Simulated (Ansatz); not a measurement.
**Two Ansatz runs on Sb**

The structure comes from a relaxation in the same program, started in the bcc type, and has space group Im-3m. Whether it is a known phase or the ground state wasn't checked.

First run: DFT, PBE, PAW with Ansatz's default frozen-core files, fully relativistic files with spin-orbit coupling (Ansatz 0.2.0).

Command: `ansatz run input.yaml --threads 1 --pin off --max-ram 2048MiB --backend cpu --events-out ev --progress --plain --runs-dir out` The run took about 30 s on 1 thread of a shared machine.

```yaml
crystal:
  lattice:
    - [-1.8959232765, 1.8959232765, 1.8959232765]
    - [1.8959232765, -1.8959232765, 1.8959232765]
    - [1.8959232765, 1.8959232765, -1.8959232765]
  atoms:
    - { symbol: Sb, position: [0.0, 0.0, 0.0] }
kpoints:
  mp_grid: { grid: [17, 17, 17] }
  band_path:
    path:
      - [0.0, 0.0, 0.0]
      - [0.5, -0.5, 0.5]
      - [0.0, 0.0, 0.5]
      - [0.0, 0.0, 0.0]
      - [0.25, 0.25, 0.25]
      - [0.5, -0.5, 0.5]
      - [0.25, 0.25, 0.25]
      - [0.0, 0.0, 0.5]
    npoints: 5
scf:
  occupations: { method: fermi_dirac, width: 0.05 }
hamiltonian:
  xc: pbe
  pseudopotentials: { kind: paw_fr }
output:
  forces: true
  stress: true
  eigenvalues: true
  efg: { contact_densities: true }
magnetization:
  noncollinear: true
  spin_orbit: true
```

Result: converged; pressure 0.13 GPa; 8 SCF iterations.

The input is then changed:

```diff
@@ -21,7 +21,9 @@
 scf:
   occupations: { method: fermi_dirac, width: 0.05 }
+  initial_density: { chi_scale: 0.1 }
 hamiltonian:
-  xc: pbe
+  xc: pbesol
   pseudopotentials: { kind: paw_fr }
+  dispersion: d3bjatm
 output:
   forces: true
```

**Question.** What does the second run give?

**Answer.** It converged; pressure -5.62 GPa; 7 SCF iterations.
